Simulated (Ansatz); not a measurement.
P:

```
CELL_PARAMETERS angstrom
1.64774 -5.46504 0.00000
1.64774 5.46504 0.00000
0.00000 0.00000 4.54364
ATOMIC_POSITIONS crystal
P 0.90414 0.09586 0.58882
P 0.09586 0.90414 0.41118
P 0.59586 0.40414 0.08882
P 0.40414 0.59586 0.91118
```

Base run:

- Program: Ansatz 0.2.0
- Functional: PBE0
- Potentials or basis: Ansatz PAW
- Cutoff: 420 eV (not typed: the program's choice for these potentials)
- k mesh: 5 × 5 × 4
- Occupations: fermi-dirac, width 0.05 eV
- Spin: no spin polarisation

Its results: band gap on the k mesh 1.68 eV, direct; pressure -0.2 GPa; largest force 0.145 eV/Å.

Question: The run is repeated on the same cell with these changes: functional from PBE0 to BLYP. What comes out?

Answer: Band gap on the k mesh 0.52 eV, direct; pressure 6.5 GPa; largest force 0.457 eV/Å.

PBE0 gives the wider gap, since exact exchange removes part of the self-interaction.

Caveats: odd divisions of the mesh miss points on the zone boundary, where band edges often lie, so the gap on the mesh can be too wide; the PAW data sets come from PBE, with cores solved anew for the run's functional, which leaves a small shift of forces and pressure; the density of states is complete only up to the lowest level of the last band computed; the thresholds are loose for stress (some runs).

A k mesh can miss the band edges.
